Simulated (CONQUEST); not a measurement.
# WS2 under changes of volume

One of the cells (49.592 Å³/atom); the others are scaled copies at fixed shape and fractional positions:

```
W S
1.0
     3.18352    0.00000    0.00000
     0.00000    5.51401    0.00000
     0.00000    0.00000   16.95058
W S
2 4
Direct
  0.00000 0.00000 0.00000
  0.50000 0.50000 0.00000
  0.00000 0.66667 0.90800
  0.50000 0.16667 0.90800
  0.00000 0.66667 0.09200
  0.50000 0.16667 0.09200
```

* Program: CONQUEST 1.3
* Functional: PBEsol
* Potentials or basis: PseudoDojo NC PBEsol, DZP, grid of 32 × 60 × 160 points
* k mesh: 8 × 5 × 2
* Occupations: fermi-dirac, width 0.05 eV
* Spin: no spin polarisation

| volume (Å³/atom) | energy over the lowest point (meV/atom) | gap on the mesh (eV) |
| --- | --- | --- |
| 46.616 | 42.84 | 2.00 |
| 47.608 | 19.65 | 1.94 |
| 48.600 | 5.56 | 1.88 |
| 49.592 | 0.00 | 1.83 |
| 50.583 | 2.43 | 1.77 |
| 51.575 | ? | ? |
| 52.567 | 27.36 | 1.68 |

Task: What does the run at 51.575 Å³/atom give?

Result: Energy over the lowest point 11.84 meV/atom; gap on the mesh 1.72 eV.

Worked out: A Birch-Murnaghan fit of order 3 (a polynomial in V^(-2/3)) to the other rows has its minimum at 49.79 Å³/atom with B0 = V·E''(V) = 62 GPa and B' = 3.6 at fixed shape and positions, which overstates the stiffness. It gives 11.64 meV/atom at 51.575 Å³/atom, against the run's 11.84. A straight line through the other rows of the gap, of slope -2.68 eV per unit of ln V, gives 1.72 eV, against the run's 1.72.

Energies are extrapolated to zero smearing.

Caveats: spin-orbit coupling is left out, which moves the levels of the heavy elements; the basis of atomic orbitals isn't converged, which shifts pressures, moduli and gaps; the real-space grid is too coarse here: the forces don't sum to zero and aren't listed, and the energy moves when atoms move against the grid (some runs).

A mesh can miss the band edges.
